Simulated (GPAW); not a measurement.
TiSe:

```xyz
4
Lattice="4.1784 0.0000 0.0000 0.0000 4.1784 0.0000 0.0000 0.0000 5.9844" Properties=species:S:1:pos:R:3 pbc="T T T"
Se    0.0000    2.0892    4.5515
Se    2.0892    0.0000    1.4329
Ti    0.0000    0.0000    0.0000
Ti    2.0892    2.0892    0.0000
```

The cell comes from a database or a generator and needn't be the stable form of this composition.

Base run:

```yaml
Program: GPAW 26.7.0
Functional: PBEsol
Potentials_or_basis: PAW data sets generated in the run's folder for this functional
Cutoff: 600 eV
Basis: pw
k_mesh: 6 × 6 × 4
Occupations: fermi-dirac, width 0.05 eV
Spin: no spin polarisation
Hubbard_terms: Ti d U = 2 eV
```

Its results: pressure -1.9 GPa; largest force 0.068 eV/Å.

**Question.** After a change of settings the same cell gave: pressure -0.5 GPa; largest force 0.311 eV/Å. Which change was it?
A. hubbard terms from Ti d U = 2 eV to Ti d U = 8 eV
B. hubbard terms from Ti d U = 2 eV to Ti d U = 4 eV
C. k mesh from 6 × 6 × 4 to 7 × 7 × 5; hubbard terms from Ti d U = 2 eV to none
D. hubbard terms from Ti d U = 2 eV to none

**Answer.** B.

Caveats: this functional lacks dispersion, which binds the layers, so the pressure and a relaxed spacing across them are unreliable; U without spin polarisation on a metal has little footing.

Not every run made on this cell is shown here.
